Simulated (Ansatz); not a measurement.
Clamped-ion strain scan in SrCl2

All numbers below come from DFT PBE, scalar-relativistic, plane waves, PAW in Ansatz. Cutoff 420 eV, Γ-centred 6×6×6 k-points, Gaussian smearing of 0.05 eV. No spin polarisation. Energies are free energies at this smearing, counted from the undisturbed cell; pressure is positive in compression.

Reference structure (as given, not relaxed at this level; it stands at 1.1 GPa, and it needn't be the usual structure):

```
CELL_PARAMETERS angstrom
0.00000 3.48550 3.48550
3.48550 0.00000 3.48550
3.48550 3.48550 0.00000
ATOMIC_POSITIONS crystal
Sr 0.00000 0.00000 0.00000
Cl 0.25000 0.25000 0.25000
Cl 0.75000 0.75000 0.75000
```

The cell is strained by ε times the Voigt pattern (1, -1, 0, 0, 0, 0) (xx, yy, zz, yz, xz, xy; engineering shear) with fractional coordinates fixed.

| ε | ΔE (meV/atom) |
| --- | --- |
| -0.0400 | 15.1 |
| -0.0200 | 3.7 |
| 0.0000 | 0.0 |
| 0.0050 | 0.2 |
| 0.0100 | 0.9 |
| 0.0150 | 2.1 |
| 0.0250 | 5.9 |
| 0.0300 | 8.5 |
| 0.0350 | 11.5 |

Problem. Predict the gap on the mesh (eV) at each point.

Solution.
```csv
ε,gap on the mesh (eV)
-0.0400,4.93
-0.0200,5.18
0.0000,5.35
0.0050,5.32
0.0100,5.28
0.0150,5.23
0.0250,5.13
0.0300,5.07
0.0350,5.00
```